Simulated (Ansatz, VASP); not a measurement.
Two plane-wave programs on Be

The input INCAR:

```
SYSTEM = Be
ALGO = Normal
EDIFF = 1E-6
ENCUT = 520
ISIF = 2
ISMEAR = -1
LASPH = .TRUE.
LCHARG = .FALSE.
LREAL = .FALSE.
LWAVE = .FALSE.
NBANDS = 9
NELM = 100
PREC = Accurate
SIGMA = 0.1
```

Contents of KPOINTS:

```
k-points
0
G
  10 10 6
  0 0 0
```

The input POSCAR:

```
Be
1.0
    2.2295160349      0.0000000000      0.0000000000
   -1.1147580175      1.9308175243      0.0000000000
    0.0000000000      0.0000000000      3.5083258361
Be
2
Direct
    0.3333333333      0.6666666667      0.2500000000
    0.6666666667      0.3333333333      0.7500000000
```

Input for Ansatz:

```yaml
crystal:
  lattice:
    - [2.2295160349, 0.0, 0.0]
    - [-1.1147580175, 1.9308175243, 0.0]
    - [0.0, 0.0, 3.5083258361]
  atoms:
    - { symbol: Be, position: [0.3333333333, 0.6666666667, 0.25] }
    - { symbol: Be, position: [0.6666666667, 0.3333333333, 0.75] }
hamiltonian:
  xc: lda
  pseudopotentials:
    kind: paw
    azcp:
      Be: "pseudopotentials/Be.paw.azcp"
basis:
  ecutwfc: 420
  fft_grid_basis: typed
kpoints:
  mp_grid: { grid: [10, 10, 6], shift: [0, 0, 0] }
magnetization:
  spin_polarized: false
scf:
  occupations: { method: fermi_dirac, width: 0.1 }
  lower_state_search: "off"
output:
  stress: true
```

Alike in both runs: task single point; functional LDA; k mesh 10 × 10 × 6; occupations fermi-dirac, width 0.1 eV; no spin polarisation.

|  | VASP | Ansatz |
| --- | --- | --- |
| version | VASP 6.6.1 | Ansatz 0.2.0 |
| potentials or method | VASP PAW LDA potentials, release 64 (Be) | plane waves (420 eV) with PAW, scalar-relativistic |
| plane-wave cutoff (eV) | 520 | 420 |
| valence electrons in the cell | 4 | 4 |

|  | VASP | Ansatz | Ansatz less VASP |
| --- | --- | --- | --- |
| pressure (GPa) | 0.7 | 0.2 | -0.45 |
| largest component of the traceless stress (GPa) | 2.64 | 2.65 | +0.006 |

Ansatz warned: «pseudo_functional_mismatch».
